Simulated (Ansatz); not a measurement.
The system is MnS.

```
Mn S
1.0
     0.00000    2.60450    2.60450
     2.60450    0.00000    2.60450
     2.60450    2.60450    0.00000
Mn S
1 1
Direct
  0.00000 0.00000 0.00000
  0.50000 0.50000 0.50000
```

Base run:

| Quantity | Value |
| --- | --- |
| Program | Ansatz 0.2.0 |
| Functional | PBE |
| Potentials or basis | all-electron LAPW, scalar-relativistic |
| Cutoff | 217 eV (chosen from the basis error) |
| Basis error allowed | 0.001 eV/atom |
| k mesh | 9 × 9 × 9 |
| Occupations | gaussian, width 0.017 eV |
| Spin | collinear spin, ferromagnetic start |
| Starting moments | [4.0, 0.0] μB |

Its results: pressure -2.8 GPa; net moment 4.72 μB per cell; site moments Mn +4.44; S +0.15 μB.

Problem. The run is repeated on the same cell with these changes: functional from PBE to RPBE; occupations from gaussian, width 0.017 eV to fermi-dirac, width 0.05 eV. What comes out?

Solution. Pressure 0.6 GPa; net moment 4.77 μB per cell; site moments Mn +4.48; S +0.15 μB.

Caveats: a cell with one magnetic atom can't hold antiferromagnetic order, which such compounds often take.
